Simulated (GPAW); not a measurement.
**SnSe2: relaxation of cell and atoms with PBEsol**

SnSe2:

```xyz
3
Lattice="3.8110 0.0000 0.0000 -1.9055 3.3004 0.0000 0.0000 0.0000 6.1360" Properties=species:S:1:pos:R:3 pbc="T T T"
Sn    0.0000    0.0000    0.0000
Se    1.9055    1.1001    4.6081
Se    0.0000    2.2003    1.5279
```

* Program: GPAW 26.7.0
* Task: relaxation of cell and atoms
* Functional: PBEsol
* Potentials or basis: PAW data sets generated in the run's folder for this functional
* Cutoff: 600 eV
* Basis: pw
* k mesh: 6 × 6 × 3
* Occupations: fermi-dirac, width 0.05 eV
* Spin: no spin polarisation
* Target pressure: 5 GPa
* Maxiter: 150
* Optimizer: BFGS
* Fmax: 0.02 eV/Å
* Max steps: 60
* Target pressure: 5 GPa
* Convergence: density=1e-05 forces=0.0001

| Item | Value |
| --- | --- |
| Relaxed volume | 22.94 Å³/atom |
| Relaxed cell | a = 3.752 Å, b = 3.752 Å, c = 5.644 Å, α = 90.00°, β = 90.00°, γ = 120.00° |
| Space group after relaxing (to 0.05 Å) | P-3m1 (No. 164) |
| Energy change on relaxing (the enthalpy is what falls) | +32.7 meV/atom |
| Ionic steps | 11 |
| Pressure after relaxing | 5.1 GPa |
| Largest force after relaxing | 0.013 eV/Å |
| Band gap on the k mesh | 0.15 eV, indirect (least direct gap 0.77 eV) |

Forces in eV/Å, atoms in the order of the input:
```
Sn   0.000  0.000  0.000
Se   0.000  0.000 -0.013
Se   0.000  0.000  0.013
```

The path:
```tsv
step	energy change (eV)	largest force (eV/Å)	pressure (GPa)	volume (Å³)
1	0.0000	0.5440	2.37	77.18
2	-0.0018	0.5139	2.53	76.71
3	0.0941	0.0147	5.30	70.37
4	0.0704	0.0747	4.92	71.00
5	0.0586	0.1057	4.72	71.22
6	0.0414	0.1574	4.36	71.25
7	0.0535	0.1397	4.47	70.41
8	0.0824	0.0825	4.95	69.32
9	0.0939	0.0500	5.15	68.95
10	0.0976	0.0274	5.18	68.83
11	0.0980	0.0127	5.12	68.82
```

Final structure:
```
CELL_PARAMETERS angstrom
3.75246 0.00000 0.00000
-1.87623 3.24973 0.00000
0.00000 0.00000 5.64351
ATOMIC_POSITIONS crystal
Sn 0.00000 0.00000 0.00000
Se 0.66667 0.33333 0.72028
Se 0.33333 0.66667 0.27972
```

Levels at points of the mesh, in eV from the valence-band top:
| k point | band 11 | band 12 | band 13 | band 14 | band 15 | band 16 |
| --- | --- | --- | --- | --- | --- | --- |
| (0.00, 0.00, 0.00) | -0.93 | -0.93 | -0.06 | 0.71 | 2.74 | 4.46 |
| (0.50, 0.50, 0.00) | -3.23 | -2.50 | -0.46 | 1.24 | 3.23 | 4.29 |

It took 5.8 min on 1 thread of Intel(R) Xeon(R) Platinum 8259CL CPU @ 2.50GHz (Skylake/Cascade Lake), with other jobs on the host, peak memory 0.27 GiB.

Caveat: later steps reuse the first step's grids; spin-orbit coupling is left out, which moves the levels of the heavy elements; an odd mesh through Γ misses points on the zone boundary, where band edges often lie; this functional lacks dispersion, which binds the layers, so the pressure and a relaxed spacing across them are unreliable.
